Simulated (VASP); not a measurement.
# WSe2 on 6 metals

How strongly do Au, Ag, Al, Pd, Pt and Os bind WSe2, and where do they put its Fermi level?

Program: VASP 6.6.1. Level of theory: PBE with D3(BJ), no spin polarisation; plane waves and PAW (W_sv, Se), in the first sound run; inputs show where later runs differ. Results are calculated unless marked as measured.

**1. The starting structure**

The cell holds 3 atoms: 1 W and 2 Se. Cell: a = 3.300 Å, b = 3.300 Å, c = 22.000 Å, α = 90.0°, β = 90.0°, γ = 120.0°. Vacuum lies along c.

As a file:

```
W Se
1.0
     3.30000    0.00000    0.00000
    -1.65000    2.85788    0.00000
     0.00000    0.00000   22.00000
W Se
1 2
Direct
  0.33333 0.66667 0.50000
  0.66667 0.33333 0.42409
  0.66667 0.33333 0.57591
```

**2. Relax the free sheet, PBE**

The sheet sets the in-plane lattice; the metals are strained to it.

Level: PBE with D3(BJ), no spin polarisation; plane waves and PAW (W_sv, Se).

INCAR

```
SYSTEM = WSe2
PREC = Accurate
ENCUT = 330
EDIFF = 1E-06
NELM = 120
ISMEAR = 0
SIGMA = 0.05
LREAL = Auto
ALGO = Normal
GGA = PE
IVDW = 12
NBANDS = 19
LASPH = .TRUE.
LORBIT = 11
LWAVE = .FALSE.
LCHARG = .FALSE.
KPAR = 16
IBRION = 2
NSW = 40
ISIF = 3
EDIFFG = -0.01
POTIM = 0.4
LATTICE_CONSTRAINTS = .TRUE. .TRUE. .FALSE.
```

POSCAR

```
WSe2
1.0
    3.3000000000      0.0000000000      0.0000000000
   -1.6500000000      2.8578838325      0.0000000000
    0.0000000000      0.0000000000     22.0000000000
W Se
1 2
Direct
    0.3333333333      0.6666666667      0.5000000000
    0.6666666667      0.3333333333      0.4240909091
    0.6666666667      0.3333333333      0.5759090909
```

KPOINTS

```
Automatic mesh
0
Gamma
12 12 1
0 0 0
```

The projector-augmented-wave data sets are W_sv and Se (PBE family, release 64).

Launch:

```sh
$ mpirun -np 16 vasp_std
```

What it wrote:

```text
[banner, memory and clock lines left out]
running   16 mpi-ranks, on    1 nodes
[...]
|                                                                             |
|           W    W    AA    RRRRR   N    N  II  N    N   GGGG   !!!           |
|           W    W   A  A   R    R  NN   N  II  NN   N  G    G  !!!           |
|           W    W  A    A  R    R  N N  N  II  N N  N  G       !!!           |
|           W WW W  AAAAAA  RRRRR   N  N N  II  N  N N  G  GGG   !            |
|           WW  WW  A    A  R   R   N   NN  II  N   NN  G    G                |
|           W    W  A    A  R    R  N    N  II  N    N   GGGG   !!!           |
|                                                                             |
|     For optimal performance we recommend to set                             |
|       NCORE = 2 up to number-of-cores-per-socket                            |
|     NCORE specifies how many cores store one orbital (NPAR=cpu/NCORE).      |
|     This setting can greatly improve the performance of VASP for DFT.       |
[...]
POSCAR, INCAR and KPOINTS ok, starting setup
[...]
entering main loop
       N       E                     dE             d eps       ncg     rms          rms(c)
DAV:   1     0.142395590470E+03    0.14240E+03   -0.11328E+04   882   0.763E+02
DAV:   2    -0.108505663584E+02   -0.15325E+03   -0.15019E+03   963   0.207E+02
DAV:   3    -0.224369251246E+02   -0.11586E+02   -0.11525E+02   968   0.572E+01
DAV:   4    -0.225974380902E+02   -0.16051E+00   -0.16024E+00   953   0.767E+00
[...]
DAV:  18    -0.216123032566E+02   -0.93092E-05   -0.23070E-07   711   0.172E-03    0.678E-04
DAV:  19    -0.216123064778E+02   -0.32213E-05   -0.81210E-08   658   0.112E-03    0.312E-04
DAV:  20    -0.216123071879E+02   -0.71010E-06   -0.11523E-08   503   0.407E-04
   1 F= -.22618961E+02 E0= -.22618961E+02  d E =-.226190E+02
[... from here on, the cycles between the ionic steps are left out ...]
   2 F= -.22622020E+02 E0= -.22622020E+02  d E =-.305951E-02
   3 F= -.22623317E+02 E0= -.22623317E+02  d E =-.435587E-02
   4 F= -.22623317E+02 E0= -.22623317E+02  d E =-.435672E-02
   5 F= -.22623257E+02 E0= -.22623257E+02  d E =0.607668E-04
   6 F= -.22623374E+02 E0= -.22623374E+02  d E =-.566886E-04
[...]
reached required accuracy - stopping structural energy minimisation
```

Elapsed: 55 s, on 16 MPI ranks of AMD EPYC 7R43, shared host; peak memory 3.9 GiB; 13 min of CPU time.

The logs omit lines about the potential files and the build; timing stands in the text.

From OUTCAR (step 2):

```text
 Edisp (eV)   -1.01460

 Edisp (eV)   -1.01255

  Total       0.00158     0.00158    -0.09522     0.00000    -0.00000     0.00000
  in kB       0.01233     0.01233    -0.74227     0.00000    -0.00000     0.00000
  external pressure =       -0.24 kB  Pullay stress =        0.00 kB

 POSITION                                       TOTAL-FORCE (eV/Angst)
 -----------------------------------------------------------------------------------
     -0.00000      1.89624     11.00000        -0.000000      0.000000      0.000000
      1.64219      0.94812      9.31195         0.000000      0.000000      0.002453
      1.64219      0.94812     12.68805         0.000000      0.000000     -0.002453
 -----------------------------------------------------------------------------------
    total drift:                                0.000001     -0.000000     -0.000000

  FREE ENERGIE OF THE ION-ELECTRON SYSTEM (eV)
  ---------------------------------------------------
  free  energy   TOTEN  =       -22.6233741458 eV

  energy  without entropy=      -22.6233741458  energy(sigma->0) =      -22.62337415

 reached required accuracy - stopping structural energy minimisation

[... 3 further parts left out ...]
[key lines of the parts left out:]
E-fermi :  -1.4420
```

Read from the output:

| Property | Result |
| --- | --- |
| energy(sigma→0) of the program | -22.6234 eV |
| volume | 205.523 Å³ |
| ionic steps | 6 |

**3. Levels of the free sheet, PBE**

The free sheet gives its levels against the core potential of W.

Level: PBE with D3(BJ), no spin polarisation; plane waves and PAW (W_sv, Se).

System, named by how it was started: 2H-WSe2 monolayer. The cell holds 9 atoms: 3 W and 6 Se. Its edges and angles: a = 5.689 Å, b = 5.689 Å, c = 22.000 Å, α = 90.0°, β = 90.0°, γ = 120.0°. It derives from WSe2 (2H-WSe2 monolayer). Vacuum lies along c.

INCAR

```
SYSTEM = WSe2
PREC = Normal
ENCUT = 330
EDIFF = 1E-06
NELM = 120
ISMEAR = 0
SIGMA = 0.05
LREAL = .FALSE.
ALGO = Fast
GGA = PE
IVDW = 12
NBANDS = 61
LASPH = .TRUE.
LORBIT = 11
LWAVE = .FALSE.
LCHARG = .FALSE.
KPAR = 8
NCORE = 2
IDIPOL = 3
LDIPOL = .TRUE.
DIPOL = 0.5 0.5 0.5
LVHAR = .TRUE.
LVACPOTAV = .TRUE.
NEDOS = 1500
```

POSCAR

```
WSe2
1.0
    4.9265704352      2.8443567669      0.0000000000
   -4.9265704351      2.8443567669      0.0000000000
    0.0000000000      0.0000000000     22.0000000000
W Se
3 6
Direct
    0.3333333333      0.3333333334      0.5000000000
    0.6666666667      0.0000000000      0.5000000000
    0.0000000000      0.6666666667      0.5000000000
    0.3333333333      0.0000000000      0.4232705402
    0.6666666667      0.6666666666      0.4232705402
    0.0000000000      0.3333333333      0.4232705402
    0.3333333333      0.0000000000      0.5767294598
    0.6666666667      0.6666666666      0.5767294598
    0.0000000000      0.3333333333      0.5767294598
```

KPOINTS

```
Automatic mesh
0
Gamma
9 9 1
0 0 0
```

Launch:

```sh
$ mpirun -np 16 vasp_std
```

What it wrote:

```text
[banner, memory and clock lines left out]
running   16 mpi-ranks, on    1 nodes
[...]
LDA part: xc-table for (Slater+PW92), standard interpolation
 POSCAR, INCAR and KPOINTS ok, starting setup
[...]
entering main loop
       N       E                     dE             d eps       ncg     rms          rms(c)
DAV:   1     0.515596505777E+03    0.51560E+03   -0.32257E+04  1744   0.725E+02
DAV:   2    -0.191043749475E+02   -0.53470E+03   -0.51499E+03  1929   0.218E+02
DAV:   3    -0.666708482433E+02   -0.47566E+02   -0.46881E+02  1920   0.625E+01
DAV:   4    -0.677720493691E+02   -0.11012E+01   -0.10962E+01  1819   0.103E+01
[...]
RMM:  18    -0.648274930111E+02   -0.12056E-04   -0.12491E-06  1430   0.351E-03    0.925E-04
RMM:  19    -0.648274974815E+02   -0.44704E-05   -0.31202E-07  1254   0.185E-03    0.144E-04
RMM:  20    -0.648274980041E+02   -0.52261E-06   -0.63463E-08   914   0.974E-04
|                                                                             |
|           W    W    AA    RRRRR   N    N  II  N    N   GGGG   !!!           |
|           W    W   A  A   R    R  NN   N  II  NN   N  G    G  !!!           |
|           W    W  A    A  R    R  N N  N  II  N N  N  G       !!!           |
|           W WW W  AAAAAA  RRRRR   N  N N  II  N  N N  G  GGG   !            |
|           WW  WW  A    A  R   R   N   NN  II  N   NN  G    G                |
|           W    W  A    A  R    R  N    N  II  N    N   GGGG   !!!           |
|                                                                             |
|     Did not find any points to average over, which means that no vacuum     |
|     field-free region was found. Please increase the size of  your cell     |
|     in the dimension of the dipole correction to obtain accurate            |
|     workfunction values.                                                    |
|                                                                             |

   1 F= -.67865135E+02 E0= -.67865135E+02  d E =-.151452E-13
```

Elapsed: 40 s, on 16 MPI ranks; peak memory 4.1 GiB; 9.8 min of CPU time.

OUTCAR, selected parts (step 3):

```text
  LATTYP: Found a hexagonal cell.
 ALAT       =     5.6887135339
 C/A-ratio  =     3.8673067063

 Subroutine GETGRP returns: Found 12 space group operations
 (whereof 12 operations were pure point group operations)

The static configuration has the point symmetry D_3h.

 Found     12 irreducible k-points:

   k-points           NKPTS =     12   k-points in BZ     NKDIM =     12   number of bands    NBANDS=     61

   dimension x,y,z NGX =    28 NGY =   28 NGZ =   98
   dimension x,y,z NGXF=    56 NGYF=   56 NGZF=  196

   ENCUT  =  330.0 eV  24.25 Ry    4.92 a.u.   8.43  8.43 32.59*2*pi/ulx,y,z

   NELECT =      78.0000    total number of electrons

 dipolmoment           0.000000      0.000000     -0.000000 electrons x Angstroem

 E-fermi :  -1.5448

 k-point     1 :       0.0000    0.0000    0.0000
  band No.  band energies     occupation
    ...
     35      -2.9474      2.00000
     36      -2.9474      2.00000
     37      -2.2297      2.00000
     38      -1.7926      2.00000
     39      -1.7926      2.00000
     40      -0.1128      0.00000
     41      -0.1128      0.00000
     42       0.9671      0.00000
     43       0.9671      0.00000
     44       1.1993      0.00000
    ...

 k-point     2 :       0.1111    0.0000    0.0000
  band No.  band energies     occupation
    ...
     35      -3.0658      2.00000
     36      -2.9268      2.00000
     37      -2.2411      2.00000
     38      -1.9490      2.00000
     39      -1.9217      2.00000
     40       0.0657      0.00000
     41       0.0723      0.00000
     42       1.0277      0.00000
     43       1.0347      0.00000
     44       1.0411      0.00000
    ...

 Edisp (eV)   -3.03764

  Total       0.00969     0.00969    -0.27182     0.00000     0.00000     0.00000
  in kB       0.02519     0.02519    -0.70632     0.00000     0.00000     0.00000
  external pressure =       -0.22 kB  Pullay stress =        0.00 kB

  energy-cutoff  :      330.00
  volume of cell :      616.57
      direct lattice vectors                 reciprocal lattice vectors
     4.926570435  2.844356767  0.000000000     0.101490480  0.175786668  0.000000000
    -4.926570435  2.844356767  0.000000000    -0.101490480  0.175786668  0.000000000
     0.000000000  0.000000000 22.000000000     0.000000000  0.000000000  0.045454545

 POSITION                                       TOTAL-FORCE (eV/Angst)
 -----------------------------------------------------------------------------------
     -0.00000      1.89624     11.00000        -0.000000      0.000000     -0.000000
      3.28438      1.89624     11.00000         0.000000      0.000000     -0.000000
     -3.28438      1.89624     11.00000        -0.000000      0.000000     -0.000000
      1.64219      0.94812      9.31195        -0.000000     -0.000000      0.002163
      0.00000      3.79248      9.31195        -0.000000     -0.000000      0.002163
     -1.64219      0.94812      9.31195        -0.000000     -0.000000      0.002163
      1.64219      0.94812     12.68805        -0.000000     -0.000000     -0.002163
      0.00000      3.79248     12.68805        -0.000000     -0.000000     -0.002163
     -1.64219      0.94812     12.68805        -0.000000     -0.000000     -0.002163
 -----------------------------------------------------------------------------------
    total drift:                                0.000000     -0.000037      0.000001

  FREE ENERGIE OF THE ION-ELECTRON SYSTEM (eV)
  ---------------------------------------------------
  free  energy   TOTEN  =       -67.8651352879 eV

  energy  without entropy=      -67.8651352879  energy(sigma->0) =      -67.86513529

 vacuum level on the upper side and lower side of the slab         3.262         3.262

 total charge
# of ion       s       p       d       tot
------------------------------------------
    1        2.309   6.278   3.369  11.956
    2        2.309   6.278   3.369  11.956
    3        2.309   6.278   3.369  11.956
    4        1.475   2.352   0.068   3.894
    5        1.475   2.352   0.068   3.894
    6        1.475   2.352   0.068   3.894
    7        1.475   2.352   0.068   3.894
    8        1.475   2.352   0.068   3.894
    9        1.475   2.352   0.068   3.894
--------------------------------------------------
tot         15.774  32.943  10.516  59.233

[... 7 further parts left out ...]
```

Numbers from this step:

- energy(sigma→0) of the program: -67.8651 eV
- highest filled level below the vacuum, upper and lower side: 5.05, 5.05 eV

**4. Relax the metal slab, PBE**

One member in full, Pt: the two lower layers are held.

Level: PBE with D3(BJ); plane waves and PAW (Pt).

System, named by how it was started: Pt slab. The cell holds 16 atoms: 16 Pt. Cell: a = 5.689 Å, b = 5.689 Å, c = 29.731 Å, α = 90.0°, β = 90.0°, γ = 120.0°. It derives from Pt. Vacuum lies along c.

INCAR

```
SYSTEM = Pt
PREC = Normal
ENCUT = 330
EDIFF = 1E-05
NELM = 120
ISMEAR = 1
SIGMA = 0.1
LREAL = Auto
ALGO = Fast
GGA = PE
IVDW = 12
NBANDS = 99
LASPH = .TRUE.
LORBIT = 11
LWAVE = .FALSE.
LCHARG = .FALSE.
KPAR = 4
IBRION = 2
NSW = 30
ISIF = 2
EDIFFG = -0.03
POTIM = 0.4
MAXMIX = 40
IDIPOL = 3
LDIPOL = .TRUE.
DIPOL = 0.5 0.5 0.381
```

POSCAR

```
Pt
1.0
    4.9265704350      2.8443567670      0.0000000000
   -4.9265704350      2.8443567670      0.0000000000
    0.0000000000      0.0000000000     29.7310041950
Pt
16
Selective dynamics
Direct
    0.0000000000      0.0000000000      0.2690793740  F F F
    0.0000000000      0.5000000000      0.2690793740  F F F
    0.5000000000      0.0000000000      0.2690793740  F F F
    0.5000000000      0.5000000000      0.2690793740  F F F
    0.1666666670      0.3333333330      0.3436918100  F F F
    0.1666666670      0.8333333330      0.3436918100  F F F
    0.6666666670      0.3333333330      0.3436918100  F F F
    0.6666666670      0.8333333330      0.3436918100  F F F
    0.3333333330      0.1666666670      0.4183042470  T T T
    0.3333333330      0.6666666670      0.4183042470  T T T
    0.8333333330      0.1666666670      0.4183042470  T T T
    0.8333333330      0.6666666670      0.4183042470  T T T
    0.0000000000      0.0000000000      0.4929166830  T T T
    0.0000000000      0.5000000000      0.4929166830  T T T
    0.5000000000      0.0000000000      0.4929166830  T T T
    0.5000000000      0.5000000000      0.4929166830  T T T
```

KPOINTS

```
Automatic mesh
0
Gamma
6 6 1
0 0 0
```

PAW data sets: Pt (PBE family, release 64).

Launch:

```sh
$ mpirun -np 4 vasp_std
```

What it wrote:

```text
[banner, memory and clock lines left out]
running    4 mpi-ranks, on    1 nodes
[...]
LDA part: xc-table for (Slater+PW92), standard interpolation
 POSCAR, INCAR and KPOINTS ok, starting setup
[...]
entering main loop
       N       E                     dE             d eps       ncg     rms          rms(c)
DAV:   1     0.953830937296E+03    0.95383E+03   -0.53055E+04  1386   0.937E+02
DAV:   2    -0.186331466659E+02   -0.97246E+03   -0.89263E+03  1788   0.232E+02
DAV:   3    -0.953340416475E+02   -0.76701E+02   -0.69334E+02  1604   0.633E+01
DAV:   4    -0.980300051164E+02   -0.26960E+01   -0.26178E+01  1836   0.116E+01
[...]
RMM:  23    -0.921215608669E+02   -0.18994E-04   -0.20404E-06   626   0.334E-03    0.665E-03
RMM:  24    -0.921215723825E+02   -0.11516E-04   -0.91089E-07   405   0.261E-03    0.274E-03
RMM:  25    -0.921215795128E+02   -0.71304E-05   -0.88762E-07   435   0.263E-03
   1 F= -.10101609E+03 E0= -.10101398E+03  d E =-.101016E+03
[... from here on, the cycles between the ionic steps are left out ...]
   2 F= -.10103408E+03 E0= -.10103201E+03  d E =-.179874E-01
   3 F= -.10103795E+03 E0= -.10103590E+03  d E =-.218659E-01
   4 F= -.10103799E+03 E0= -.10103594E+03  d E =-.219031E-01
   5 F= -.10103800E+03 E0= -.10103594E+03  d E =-.219078E-01
   6 F= -.10103984E+03 E0= -.10103761E+03  d E =-.184519E-02
   7 F= -.10104441E+03 E0= -.10104165E+03  d E =-.641358E-02
   8 F= -.10104805E+03 E0= -.10104421E+03  d E =-.100501E-01
   9 F= -.10104804E+03 E0= -.10104405E+03  d E =0.899185E-05
  10 F= -.10104842E+03 E0= -.10104450E+03  d E =-.373802E-03
[...]
reached required accuracy - stopping structural energy minimisation
```

Elapsed: 14 min, on 4 MPI ranks; peak memory 1.9 GiB.

From OUTCAR (step 4):

```text
 Edisp (eV)   -8.93881

 Edisp (eV)   -8.93769

  Total     -28.73297   -28.73297    -0.43536     0.00000     0.00000     0.00000
  in kB     -55.24878   -55.24878    -0.83713     0.00000     0.00000     0.00000
  external pressure =      -37.11 kB  Pullay stress =        0.00 kB

 POSITION                                       TOTAL-FORCE (eV/Angst)
 -----------------------------------------------------------------------------------
      0.00000      0.00000      8.00000        -0.000000      0.000000     -0.122831
     -2.46329      1.42218      8.00000         0.000000     -0.000000     -0.122831
      2.46329      1.42218      8.00000        -0.000000     -0.000000     -0.122831
      0.00000      2.84436      8.00000        -0.000000     -0.000000     -0.122831
     -0.82110      1.42218     10.21830         0.000000     -0.000000      0.121414
     -3.28438      2.84436     10.21830        -0.000000     -0.000000      0.121414
      1.64219      2.84436     10.21830        -0.000000      0.000000      0.121414
     -0.82110      4.26654     10.21830        -0.000000      0.000000      0.121414
      0.82110      1.42218     12.39207         0.000000      0.000000      0.001986
     -1.64219      2.84436     12.39207         0.000000      0.000000      0.001986
      3.28438      2.84436     12.39207        -0.000000      0.000000      0.001986
      0.82110      4.26654     12.39207         0.000000      0.000000      0.001986
      4.92657      2.84436     14.62095         0.000000      0.000000     -0.000569
     -2.46329      1.42218     14.62095         0.000000     -0.000000     -0.000569
      2.46329      1.42218     14.62095         0.000000     -0.000000     -0.000569
      0.00000      2.84436     14.62095         0.000000      0.000000     -0.000569
 -----------------------------------------------------------------------------------
    total drift:                               -0.000000     -0.000001     -0.232068

  FREE ENERGIE OF THE ION-ELECTRON SYSTEM (eV)
  ---------------------------------------------------
  free  energy   TOTEN  =      -101.0484204909 eV

  energy  without entropy=     -101.0366649471  energy(sigma->0) =     -101.04450198

[... 1 part as in an earlier step ...]

[... 3 further parts left out ...]
[key lines of the parts left out:]
E-fermi :  -0.8066
```

Read from the output:

* energy(sigma→0) of the program: -101.0445 eV
* ionic steps: 10

[end of part 1 of 3]

[Lines on the potential files, build, host, timing and source positions are cut from VASP's logs without a mark.]

[Logs are printed without paths, hosts, clocks, repeated set-up lines and the standing remarks that a program may print on its own settings, such as how far it seeks lower states.]

[Hosts, paths, dates, database ids (printed as entryN), source tags and the programs' standing remarks are cut or masked in the printed files.]
